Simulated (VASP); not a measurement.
Output of a VASP run:

**OUTCAR**
```
 ion  position               nearest neighbor table
   1  0.000  0.000  0.000-   2 2.91   2 2.91   2 2.91   2 2.91   2 2.91   2 2.91   2 2.91   2 2.91
  LATTYP: Found a simple cubic cell.
 ALAT       =     3.3597251754
 Subroutine PRICEL returns:
 Original cell was already a primitive cell.
 Subroutine GETGRP returns: Found 48 space group operations
The static configuration has the point symmetry O_h .
The dynamic configuration has the point symmetry O_h .
 Subroutine INISYM returns: Found 48 space group operations
 Subroutine IBZKPT returns following result:
 Found     35 irreducible k-points:

 Following reciprocal coordinates:
            Coordinates               Weight
  0.000000  0.000000  0.000000      1.000000
  0.125000  0.000000  0.000000      6.000000
  0.250000  0.000000  0.000000      6.000000
  0.375000  0.000000  0.000000      6.000000
  0.500000  0.000000  0.000000      3.000000
  0.125000  0.125000  0.000000     12.000000
  0.250000  0.125000  0.000000     24.000000
  0.375000  0.125000  0.000000     24.000000
  0.500000  0.125000  0.000000     12.000000
  0.250000  0.250000  0.000000     12.000000
  0.375000  0.250000  0.000000     24.000000
  0.500000  0.250000  0.000000     12.000000
  0.375000  0.375000  0.000000     12.000000
  0.500000  0.375000  0.000000     12.000000
  0.500000  0.500000  0.000000      3.000000
  0.125000  0.125000  0.125000      8.000000
  0.250000  0.125000  0.125000     24.000000
  0.375000  0.125000  0.125000     24.000000
  0.500000  0.125000  0.125000     12.000000
  0.250000  0.250000  0.125000     24.000000
  0.375000  0.250000  0.125000     48.000000
  0.500000  0.250000  0.125000     24.000000
  0.375000  0.375000  0.125000     24.000000
  0.500000  0.375000  0.125000     24.000000
  0.500000  0.500000  0.125000      6.000000
  0.250000  0.250000  0.250000      8.000000
  0.375000  0.250000  0.250000     24.000000
  0.500000  0.250000  0.250000     12.000000
  0.375000  0.375000  0.250000     24.000000
  0.500000  0.375000  0.250000     24.000000
  0.500000  0.500000  0.250000      6.000000
  0.375000  0.375000  0.375000      8.000000
  0.500000  0.375000  0.375000     12.000000
  0.500000  0.500000  0.375000      6.000000
  0.500000  0.500000  0.500000      1.000000
   k-points           NKPTS =     35   k-points in BZ     NKDIM =     35   number of bands    NBANDS=     12
   number of dos      NEDOS =    301   number of ions     NIONS =      2
   total plane-waves  NPLWV =  21952
   dimension x,y,z NGX =    28 NGY =   28 NGZ =   28
   dimension x,y,z NGXF=    56 NGYF=   56 NGZF=   56
   ions per type =               1   1
   PREC   = accura    normal or accurate (medium, high low for compatibility)
   ISTART =      0    job   : 0-new  1-cont  2-samecut
   ICHARG =      2    charge: 1-file 2-atom 10-const
   ISPIN  =      1    spin polarized calculation?
   LNONCOLLINEAR =      F non collinear calculations
   LSORBIT =      F    spin-orbit coupling
   INIWAV =      1    electr: 0-lowe 1-rand  2-diag
   ENCUT  =  500.0 eV  36.75 Ry    6.06 a.u.   6.13  6.13  6.13*2*pi/ulx,y,z
   NELM   =    100;   NELMIN=  2; NELMDL= -5     # of ELM steps
   EDIFF  = 0.1E-05   stopping-criterion for ELM
   LREAL  =      F    real-space projection
   NLSPLINE    = F    spline interpolate recip. space projectors
   LMAXMIX     =    4 max onsite mixed and CHGCAR
   VOSKOWN=      0    Vosko Wilk Nusair interpolation
   EDIFFG = -.2E-01   stopping-criterion for IOM
   NSW    =     40    number of steps for IOM
   NBLOCK =      1;   KBLOCK =     40    inner block; outer block
   IBRION =      2    ionic relax: 0-MD 1-quasi-New 2-CG
   NFREE  =      1    steps in history (QN), initial steepest desc. (CG)
   ISIF   =      3    stress and relaxation
   ISYM   =      2    0-nonsym 1-usesym 2-fastsym
   TEIN   =    0.0    initial temperature
   TEBEG  =    0.0;   TEEND  =   0.0 temperature during run
   SMASS  =  -3.00    Nose mass-parameter (am)
...
```

### OSZICAR
```
       N       E                     dE             d eps       ncg     rms          rms(c)
DAV:   1     0.902682099960E+02    0.90268E+02   -0.81712E+03   840   0.124E+03
DAV:   2    -0.111104983873E+01   -0.91379E+02   -0.82702E+02  1256   0.202E+02
DAV:   3    -0.548960743227E+01   -0.43786E+01   -0.43436E+01  1040   0.481E+01
DAV:   4    -0.552510620852E+01   -0.35499E-01   -0.35487E-01   960   0.494E+00
DAV:   5    -0.552554406790E+01   -0.43786E-03   -0.43781E-03  1036   0.509E-01    0.636E+00
DAV:   6    -0.520540403569E+01    0.32014E+00   -0.57292E-01   892   0.613E+00    0.359E+00
DAV:   7    -0.516878635151E+01    0.36618E-01   -0.19421E-01   984   0.332E+00    0.151E+00
DAV:   8    -0.516611825032E+01    0.26681E-02   -0.20848E-02   940   0.114E+00    0.120E-01
DAV:   9    -0.516573474821E+01    0.38350E-03   -0.12766E-03   976   0.292E-01    0.441E-02
DAV:  10    -0.516572835990E+01    0.63883E-05   -0.14403E-04   964   0.916E-02    0.265E-02
DAV:  11    -0.516572512024E+01    0.32397E-05   -0.29248E-05   936   0.421E-02    0.632E-03
DAV:  12    -0.516572453901E+01    0.58122E-06   -0.31322E-06   928   0.159E-02
   1 F= 0.54858348E+01 E0= 0.54858348E+01  d E =0.548583E+01
```

### OUTCAR
```
------------------------ aborting loop because EDIFF is reached ----------------------------------------
  FORCE on cell =-STRESS in cart. coord.  units (eV):
  Direction    XX          YY          ZZ          XY          YZ          ZX
  --------------------------------------------------------------------------------------
  Total       10.6722561     10.6722561     10.6722561     -0.0000000     -0.0000000      0.0000000
  in kB      450.8743816    450.8743816    450.8743816     -0.0000000     -0.0000000      0.0000000
  external PRESSURE =       0.8743816 kB  Pullay stress =     450.0000000 kB
  volume of cell :       37.92
      direct lattice vectors                 reciprocal lattice vectors
     3.359725175  0.000000000  0.000000000     0.297643393  0.000000000  0.000000000
     0.000000000  3.359725175  0.000000000     0.000000000  0.297643393  0.000000000
     0.000000000  0.000000000  3.359725175     0.000000000  0.000000000  0.297643393
 POSITION                                       TOTAL-FORCE (eV/Angst)
 -----------------------------------------------------------------------------------
      0.00000      0.00000      0.00000         0.000000      0.000000      0.000000
      1.67986      1.67986      1.67986         0.000000      0.000000      0.000000
 -----------------------------------------------------------------------------------
    total drift:                                0.000000      0.000000      0.000000
  FREE ENERGIE OF THE ION-ELECTRON SYSTEM (eV)
  ---------------------------------------------------
  free  energy   TOTEN  =        -5.1657245390 eV

  energy  without entropy=       -5.1657245390  energy(sigma->0) =       -5.16572454
  enthalpy is  TOTEN    =         5.4858348310 eV   P V=       10.6515593701

 reached required accuracy - stopping structural energy minimisation
```
(Selected blocks of OUTCAR.)

POSCAR:
```
CsCl
1
    3.3597251754     0.0000000000    -0.0000000000
    0.0000000000     3.3597251754     0.0000000000
    0.0000000000     0.0000000000     3.3597251754
Cs Cl
1 1
Direct
  0.0000000000   0.0000000000   0.0000000000
  0.5000000000   0.5000000000   0.5000000000
```

Q: Reconstruct the remaining input files.

A: Several could match; the one computed here: the input of the run itself, LDA (Ceperley-Alder, Perdew-Zunger), plane waves, VASP's LDA PAW potentials (set 64).

**KPOINTS**
```
Automatic mesh
0
Gamma
8 8 8
0 0 0
```

### INCAR
```
ALGO  =  Normal
EDIFF  =  1E-6
EDIFFG  =  -0.02
ENCUT  =  500
IBRION  =  2
ISIF  =  3
ISMEAR  =  0
LASPH  =  .TRUE.
LCHARG  =  .FALSE.
LMAXMIX  =  4
LREAL  =  .FALSE.
LWAVE  =  .FALSE.
NELM  =  100
NSW  =  40
PREC  =  Accurate
PSTRESS  =  450
SIGMA  =  0.05
SYSTEM  =  CsCl
```

POTCAR, in this order: Cs_sv Cl (LDA.64 set). Program: vasp_std.

The compound is CsCl in the CsCl type structure. It was relaxed first under an external pressure of 45 GPa.
